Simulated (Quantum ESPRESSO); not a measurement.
Set up this calculation in Quantum ESPRESSO 7.5, as the native input.

```
Task                : single point
Functional          : PBEsol
Potentials or basis : GBRV 1.5 PBEsol
Cutoff              : 612 eV
Density cutoff      : 4898 eV
k mesh              : 16 × 16 × 16
Occupations         : methfessel-paxton, width 0.1 eV
Spin                : no spin polarisation
Mixing beta         : 0.5
Most SCF iterations : 120
SCF threshold       : 6e-10 Ry
```

The system is Si2Ni.

```xyz
3
Lattice="0.0000 2.7241 2.6439 2.7241 0.0000 2.6439 2.7241 2.7241 0.0000" Properties=species:S:1:pos:R:3 pbc="T T T"
Ni    0.0000    0.0000    0.0000
Si    1.3621    1.3621    1.3219
Si    4.0862    4.0862    3.9658
```

The cell was built by a generator and needn't be a form met in nature.

These files were run (other wordings do the same):

pw.in

```
&CONTROL
  calculation = 'scf'
  prefix = 'pwscf'
  outdir = './tmp'
  pseudo_dir = './pseudo'
  tprnfor = .true.
  tstress = .true.
  disk_io = 'nowf'
/
&SYSTEM
  ibrav = 0
  nat = 3
  ntyp = 2
  ecutwfc = 45
  ecutrho = 360
  nbnd = 20
  occupations = 'smearing'
  smearing = 'mp'
  degauss = 0.00734986
/
&ELECTRONS
  conv_thr = 6d-10
  electron_maxstep = 120
  mixing_beta = 0.5
/
ATOMIC_SPECIES
Ni    58.6934 ni_pbesol_v1.4.uspp.F.UPF
Si    28.0850 si_pbesol_v1.uspp.F.UPF
CELL_PARAMETERS angstrom
   0.0000000000    2.7241374600    2.6438583600
   2.7241374600    0.0000000000    2.6438583600
   2.7241374600    2.7241374600    0.0000000000
ATOMIC_POSITIONS crystal
Ni     0.0000000000    0.0000000000    0.0000000000
Si     0.2500000000    0.2500000000    0.2500000000
Si     0.7500000000    0.7500000000    0.7500000000
K_POINTS automatic
16 16 16 0 0 0
```

Potentials or basis: GBRV 1.5 PBEsol.

Run with:

```sh
$ OMP_NUM_THREADS=1 pw.x -in pw.in > pw.out
```

Results of the run:

| Property | Result |
| --- | --- |
| Pressure | -0.3 GPa |
| Band gap on the k mesh | none (metal or under the smearing width) |

Run time: 7.8 min on 1 thread of AMD EPYC 7571, on a shared host, peak memory 0.28 GiB.
